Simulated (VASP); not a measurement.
# SnTe: molecular dynamics with a thermostat

SnTe, Fm-3m (no. 225), 8 atoms in the cell. PBE, molecular dynamics; PAW potentials Te, Sn (PBE set).

Ensemble: Nose-Hoover chain; Target temperature (K): 1000.

## Input

INCAR:
```
SYSTEM = SnTe
ALGO     = Normal         ! electronic algorithm
EDIFF    = 1E-6           ! SCF threshold, eV
ENCUT    = 200            ! plane-wave cutoff, eV
GGA      = PE             ! functional
IBRION   = 0              ! ionic algorithm
ISIF     = 2              ! what is computed and relaxed
ISMEAR   = 0              ! smearing method
ISYM     = 0            
KPAR     = 2            
LASPH    = .True.         ! aspherical terms in the spheres
LCHARG   = .False.        ! write CHGCAR
LREAL    = Auto         
LWAVE    = .False.        ! write WAVECAR
MDALGO   = 4            
NELM     = 60             ! most SCF steps
NELMIN   = 4            
NHC_NCHAINS= 3            
NHC_PERIOD= 30           
NSW      = 60             ! ionic steps
POTIM    = 4.0            ! step
PREC     = Normal         ! precision mode
RANDOM_SEED= 982841 0 0   
SIGMA    = 0.05           ! smearing width, eV
TEBEG    = 1000          
```

KPOINTS:
```
k-points
0
Monkhorst-Pack
  2 2 2
```

POSCAR:
```
SnTe
1.0
    6.3017000000      0.0000000000      0.0000000000
    0.0000000000      6.3017000000      0.0000000000
    0.0000000000      0.0000000000      6.3017000000
Te Sn
4 4
Direct
    0.5000000000      0.0000000000      0.0000000000
    0.5000000000      0.5000000000      0.5000000000
    0.0000000000      0.0000000000      0.5000000000
    0.0000000000      0.5000000000      0.0000000000
    0.0000000000      0.0000000000      0.0000000000
    0.0000000000      0.5000000000      0.5000000000
    0.5000000000      0.0000000000      0.5000000000
    0.5000000000      0.5000000000      0.0000000000
```

Commands:
```
cat potpaw_PBE.64/Te/POTCAR potpaw_PBE.64/Sn/POTCAR > POTCAR
mpirun -np 2 vasp_std > vasp.out
```

## Result

- Mean temperature (K): 530
- Standard error of the mean temperature (K): 86
- Relative fluctuation of the kinetic energy: 0.351
- Canonical value of that fluctuation: 0.309
- Rise of the mean potential energy above the start (meV/atom): 75.8
- Electronic steps per ionic step after the first: 4.0

Course of the run:

| Time (fs) | Temperature (K) | Potential energy less the first (meV/atom) |
|---|---|---|
| 4 | 1000 | 0.0 |
| 24 | 911 | 10.1 |
| 40 | 740 | 29.9 |
| 60 | 501 | 58.2 |
| 76 | 372 | 74.5 |
| 96 | 343 | 81.0 |
| 112 | 398 | 78.9 |
| 132 | 496 | 76.1 |
| 148 | 551 | 78.6 |
| 168 | 551 | 89.7 |
| 184 | 486 | 104.1 |
| 204 | 373 | 123.0 |
| 220 | 353 | 128.7 |
| 240 | 516 | 115.1 |

REPORT:
```
MDALGO =   4
           NHC_NCHAINS =   3
            NHC_PERIOD =    30
            NHC_NRESPA =    1
                NHC_NS =  1
               SCALING =       0
                 CNEXP =     9.000   14.000
           RANDOM_SEED =            982841                0                0

   original number of atomic DOF:         21
   number of independent constraints:      0
   number of active DOF:                  21

========================================
         MD step No.       1
========================================

  Atomic velocities initialized by STEP_tb

  >Nose-Hoover_chains
                       xs       vs(fs^-1)
   nhc_s>  -0.26056147E-10  -0.26053433E-10
   nhc_s>  -0.13889371E-03  -0.13889853E-03
   nhc_s>  -0.13888889E-03  -0.13886960E-03

  >Energies
                    E_tot             E_pot             E_kin               EPS                ES
   e_b>   -0.31804834E+02   -0.32709659E+02    0.90482533E+00    0.23935520E-04   -0.23937645E-04

  >Temperature
               T_sim     T_inst
   tmprt>   1000.000   1000.000

           RANDOM_SEED =            982841               48                0

[... steps left out ...]

========================================
         MD step No.      60
========================================

  >Nose-Hoover_chains
                       xs       vs(fs^-1)
   nhc_s>  -0.57940857E+00  -0.25029374E-02
   nhc_s>   0.14124358E+01   0.15414748E-01
   nhc_s>  -0.23008529E+00   0.19484315E-01

  >Energies
                    E_tot             E_pot             E_kin               EPS                ES
   e_b>   -0.31804132E+02   -0.31789119E+02    0.46702514E+00    0.46460148E+00   -0.94663958E+00

  >Temperature
               T_sim     T_inst
   tmprt>   1000.000    516.149

           RANDOM_SEED =            982841               48                0
```

OSZICAR:
```
N       E                     dE             d eps       ncg     rms          rms(c)
DAV:   1     0.106182643875E+03    0.10618E+03   -0.83832E+03   200   0.582E+02
DAV:   2    -0.240589504152E+02   -0.13024E+03   -0.12873E+03   245   0.132E+02
DAV:   3    -0.326571320739E+02   -0.85982E+01   -0.85770E+01   272   0.377E+01
DAV:   4    -0.327964956300E+02   -0.13936E+00   -0.13933E+00   247   0.559E+00
DAV:   5    -0.328004664954E+02   -0.39709E-02   -0.39706E-02   263   0.892E-01    0.128E+01
DAV:   6    -0.327048198456E+02    0.95647E-01   -0.29129E-01   219   0.178E+00    0.812E+00
DAV:   7    -0.327154235157E+02   -0.10604E-01   -0.21479E-01   262   0.162E+00    0.499E-01
DAV:   8    -0.327089235544E+02    0.65000E-02   -0.40168E-02   204   0.725E-01    0.535E-01
DAV:   9    -0.327097429742E+02   -0.81942E-03   -0.24222E-03   256   0.261E-01    0.615E-01
DAV:  10    -0.327096608949E+02    0.82079E-04   -0.48462E-04   272   0.705E-02    0.234E-01
DAV:  11    -0.327096768399E+02   -0.15945E-04   -0.52461E-05   272   0.278E-02    0.366E-01
DAV:  12    -0.327096693299E+02    0.75100E-05   -0.28949E-05   272   0.238E-02    0.194E-01
[... left out ...]
     58 T=   426. E= -.31800027E+02 F= -.31724476E+02 E0= -.31724476E+02  EK= 0.38936E+00 SP= -.93E+00 SK= 0.47E+00
     59 T=   467. E= -.31799745E+02 F= -.31753822E+02 E0= -.31753822E+02  EK= 0.42717E+00 SP= -.94E+00 SK= 0.47E+00
[... last step whole ...]
       N       E                     dE             d eps       ncg     rms          rms(c)
DAV:   1    -0.317891182253E+02   -0.35296E-01   -0.93483E-03   238   0.106E+00    0.682E-03
DAV:   2    -0.317891190863E+02   -0.86104E-06   -0.26634E-05   228   0.206E-02    0.382E-03
DAV:   3    -0.317891191167E+02   -0.30360E-07   -0.37379E-07   168   0.312E-03    0.263E-03
DAV:   4    -0.317891191341E+02   -0.17437E-07   -0.63902E-08   108   0.131E-03
     60 T=   516. E= -.31799441E+02 F= -.31789119E+02 E0= -.31789119E+02  EK= 0.47172E+00 SP= -.95E+00 SK= 0.46E+00
```

Limits: 240 fs of 8 atoms are too short for converged averages.

VASP 6.6.1 took 165 s on 2 cores (AMD EPYC 7R43 (Zen 3)), a shared host.
